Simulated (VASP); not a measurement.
# PbS (Fm-3m) in VASP: settings compared

Aim: see how the results for PbS move with the level of theory and the settings. Levels: PBEsol, LDA, PBE, PBE+D3(BJ). Tasks: relaxation of cell and atoms.

Everything below comes from runs of VASP 6.6.1. Logs are shortened: lines on timing, memory, paths and dates and some standing lists are left out, and cuts for length are marked.

## (1) The structure

Symmetry: Fm-3m, No. 225, cubic system. The conventional cell has a = 5.976 Å, b = 5.976 Å, c = 5.976 Å, α = 90.00°, β = 90.00°, γ = 90.00°. Pb (site symmetry m-3m) has 6 S at 2.99 Å as nearest neighbours. S (site symmetry m-3m) is surrounded by 6 Pb at 2.99 Å.

The cell is a database's computed one.

## (2) Relaxation of cell and atoms, PBEsol

INCAR

```
SYSTEM = PbS
  PREC = Accurate
  ENCUT = 600
  EDIFF = 1E-7
  ISMEAR = 0
  SIGMA = 0.02
  LREAL = .False.
  LASPH = .True.
  NELM = 60
  ALGO = Fast
  ISIF = 3
  LWAVE = .False.
  LCHARG = .False.
  GGA = PS
  IBRION = 2
  NSW = 90
  EDIFFG = -0.005
```

KPOINTS

```
Automatic mesh
0
Gamma
  10 10 10
  0 0 0
```

POSCAR

```
PbS
1.0
    0.0000000000      2.9880867000      2.9880867000
    2.9880867000      0.0000000000      2.9880867000
    2.9880867000      2.9880867000      0.0000000000
Pb S
1 1
Direct
    0.5000000000      0.5000000000      0.5000000000
    0.0000000000      0.0000000000      0.0000000000
```

Potentials or basis: VASP PAW PBE potentials, release 64 (Pb_d, S).

Started as:

```
$ cat potpaw_PBE.64/Pb_d/POTCAR potpaw_PBE.64/S/POTCAR > POTCAR
$ mpirun -np 1 vasp_std > vasp.out
```

OUTCAR:

```text
SYSTEM = PbS
   PREC = Accurate
   ENCUT = 600
   EDIFF = 1E-7
   ISMEAR = 0
   LREAL = .False.
   LASPH = .True.
   NELM = 60
   ISIF = 3
   GGA = PS
   IBRION = 2
   NSW = 90
   EDIFFG = -0.005

 ion  position               nearest neighbor table
   1  0.500  0.500  0.500-   2 2.99   2 2.99   2 2.99   2 2.99   2 2.99   2 2.99
   2  0.000  0.000  0.000-   1 2.99   1 2.99   1 2.99   1 2.99   1 2.99   1 2.99

  LATTYP: Found a face centered cubic cell.
 ALAT       =     5.9761734000

  Lattice vectors:

 A1 = (   0.0000000000,   2.9880867000,   2.9880867000)
 A2 = (   2.9880867000,   0.0000000000,   2.9880867000)
 A3 = (   2.9880867000,   2.9880867000,   0.0000000000)

Analysis of symmetry for initial positions (statically):
=====================================================================
 Subroutine PRICEL returns:
 Original cell was already a primitive cell.

 Routine SETGRP: Setting up the symmetry group for a
 face centered cubic supercell.

 Subroutine GETGRP returns: Found 48 space group operations
 (whereof 48 operations were pure point group operations)
 out of a pool of 48 trial point group operations.

The static configuration has the point symmetry O_h .

Analysis of symmetry for dynamics (positions and initial velocities):
=====================================================================
 Subroutine PRICEL returns:
 Original cell was already a primitive cell.

 Routine SETGRP: Setting up the symmetry group for a
 face centered cubic supercell.

 Subroutine GETGRP returns: Found 48 space group operations
 (whereof 48 operations were pure point group operations)
 out of a pool of 48 trial point group operations.

The dynamic configuration has the point symmetry O_h .

 Subroutine INISYM returns: Found 48 space group operations
 (whereof 48 operations are pure point group operations),
 and found     1 'primitive' translations

----------------------------------------------------------------------------------------

                                     Primitive cell

  volume of cell :      53.3592

  direct lattice vectors                    reciprocal lattice vectors
     0.000000000  2.988086700  2.988086700    -0.167331155  0.167331155  0.167331155
     2.988086700  0.000000000  2.988086700     0.167331155 -0.167331155  0.167331155
     2.988086700  2.988086700  0.000000000     0.167331155  0.167331155 -0.167331155

  length of vectors
     4.225792737  4.225792737  4.225792737     0.289826063  0.289826063  0.289826063

  position of ions in fractional coordinates (direct lattice)
     0.500000000  0.500000000  0.500000000
     0.000000000  0.000000000  0.000000000
[... 98 lines left out ...]
  volume/ion in A,a.u.               =      26.68       180.04
  Fermi-wavevector in a.u.,A,eV,Ry     =   1.180361  2.230559 18.956356  1.393253
  Thomas-Fermi vector in A             =   2.316655
   LORBIT       =      0    0 simple, 1 ext, 2 COOP (PROOUT), +10 PAW based schemes
   GGA     = PS    functional components
   LHFCALC =     F    Hartree Fock is set to
   AEXX    =    0.0000 exact exchange contribution
   IVDW    =     0    specifies the selected vdW correction
   LEPSILON=     F    determine dielectric tensor
   LRPA    =     F    only Hartree local field effects (RPA)
 conjugate gradient relaxation of ions
 non-spin polarized calculation
 RMM-DIIS sequential band-by-band and
 Gauss-broadening in eV      SIGMA  =   0.02
  energy-cutoff  :      600.00
  volume of cell :       53.36
 maximum number of plane-waves:      1807
 NGX is ok and might be reduce to    36
   NGX = 17   NGY = 17   NGZ = 17

--------------------------------------- Ionic step        1  -------------------------------------------

 number of electron      20.0000000 magnetization

 Free energy of the ion-electron system (eV)
  ---------------------------------------------------
  ext. energy  EPLUGINS =         0.00000000
  ---------------------------------------------------
  free energy    TOTEN  =        -9.44476890 eV

  energy without entropy =       -9.44476890  energy(sigma->0) =       -9.44476890

------------------------ aborting loop because EDIFF is reached ----------------------------------------

  FORCE on cell =-STRESS in cart. coord.  units (eV):
  Direction    XX          YY          ZZ          XY          YZ          ZX
  --------------------------------------------------------------------------------------
  -------------------------------------------------------------------------------------
  Total       -0.6792568     -0.6792568     -0.6792568     -0.0000000      0.0000000      0.0000000
  in kB      -20.3955295    -20.3955295    -20.3955295     -0.0000000      0.0000000      0.0000000
  external PRESSURE =     -20.3955295 kB  Pullay stress =       0.0000000 kB
[... 23 lines left out ...]
--------------------------------------- Ionic step        2  -------------------------------------------

 number of electron      20.0000002 magnetization

 E-fermi :   6.1576     XC(G=0): -10.0140

 val. band max:        6.0827694582   @ k =   0.5000   0.0000   0.0000
 cond. band min:       6.2325607425   @ k =   0.5000   0.0000   0.0000
 fundamental gap:      0.1497912843
 Fermi energy:         6.1576004102

 k-point     1 :       0.0000    0.0000    0.0000
  band No.  band energies     occupation
      1     -10.7417      2.00000
      2     -10.7417      2.00000
      3     -10.7417      2.00000
      4     -10.7293      2.00000
      5     -10.7293      2.00000
      6      -7.8035      2.00000
      7       0.0418      2.00000
      8       3.7431      2.00000
      9       3.7431      2.00000
     10       3.7431      2.00000
     11      11.2887      0.00000
     12      11.2888      0.00000
     13      11.2891      0.00000
     14      12.6242      0.00000
[... 426 lines left out ...]
--------------------------------------- Ionic step        3  -------------------------------------------

 number of electron      20.0000002 magnetization

 Free energy of the ion-electron system (eV)
  ---------------------------------------------------
  ext. energy  EPLUGINS =         0.00000000
  ---------------------------------------------------
  free energy    TOTEN  =        -9.45734758 eV

  energy without entropy =       -9.45734758  energy(sigma->0) =       -9.45734758

 E-fermi :   6.0033     XC(G=0):  -9.9528

 val. band max:        5.8912436021   @ k =   0.5000   0.0000   0.0000
 cond. band min:       6.0922997452   @ k =   0.5000   0.0000   0.0000
 fundamental gap:      0.2010561431
 Fermi energy:         6.0033105239

 k-point     1 :       0.0000    0.0000    0.0000
  band No.  band energies     occupation
      1     -10.8928      2.00000
      2     -10.8928      2.00000
      3     -10.8928      2.00000
      4     -10.8799      2.00000
      5     -10.8799      2.00000
      6      -7.8571      2.00000
      7      -0.1575      2.00000
      8       3.6342      2.00000
      9       3.6342      2.00000
     10       3.6342      2.00000
     11      11.0757      0.00000
     12      11.0757      0.00000
     13      11.0758      0.00000
     14      12.4830      0.00000
[... 420 lines left out ...]
  FREE ENERGIE OF THE ION-ELECTRON SYSTEM (eV)
  ---------------------------------------------------
  free  energy   TOTEN  =        -9.4573475795 eV

  energy  without entropy=       -9.4573475795  energy(sigma->0) =       -9.45734758

 reached required accuracy - stopping structural energy minimisation
```

It took 81 s on 1 thread of Intel Xeon Platinum 8488C (Sapphire Rapids), shared host; peak memory 0.24 GiB.

What came out:

```yaml
Free_energy: -9.4573 eV
Relaxed_volume: 25.72 Å³/atom
Relaxed_cell: a = 4.175 Å, b = 4.175 Å, c = 4.175 Å, α = 60.00°, β = 60.00°, γ = 60.00°
Space_group_after_relaxing_to_0.05_Å: Fm-3m (No. 225)
Energy_gained_by_relaxing: 6.3 meV/atom
Ionic_steps: 3
Pressure_after_relaxing: 0.0 GPa
Band_gap_on_the_k_mesh: 0.20 eV, direct
```

The path:
| step | energy change (eV) | largest force (eV/Å) | pressure (GPa) | volume (Å³) |
| --- | --- | --- | --- | --- |
| 1 | 0.0000 | 0.0000 | -2.04 | 53.36 |
| 2 | -0.0109 | 0.0000 | 0.81 | 50.78 |
| 3 | -0.0126 | 0.0000 | -0.01 | 51.44 |

Final structure:
```
Pb S
1.0
     0.00000    2.95190    2.95190
     2.95190    0.00000    2.95190
     2.95190    2.95190    0.00000
Pb S
1 1
Direct
  0.50000 0.50000 0.50000
  0.00000 0.00000 0.00000
```

Levels at points of the mesh, in eV from the valence-band top:
```tsv
k point	band 6	band 7	band 8	band 9	band 10	band 11	band 12	band 13	band 14
(0.00, 0.00, 0.00)	-13.75	-6.05	-2.26	-2.26	-2.26	5.18	5.18	5.18	6.59
(0.50, 0.00, 0.00)	-12.44	-9.00	-1.85	-1.85	0.00	0.20	1.85	1.85	8.49
(0.50, 0.50, 0.00)	-11.98	-7.28	-5.39	-3.57	-3.57	3.64	5.56	5.68	5.68
```

Caveat: the PAW data sets were made with another functional, which shifts forces and pressure a little; spin-orbit coupling is left out, which as a rule narrows the gap of such compounds by several tenths of an eV.

(Continued in part 2 of 2.)
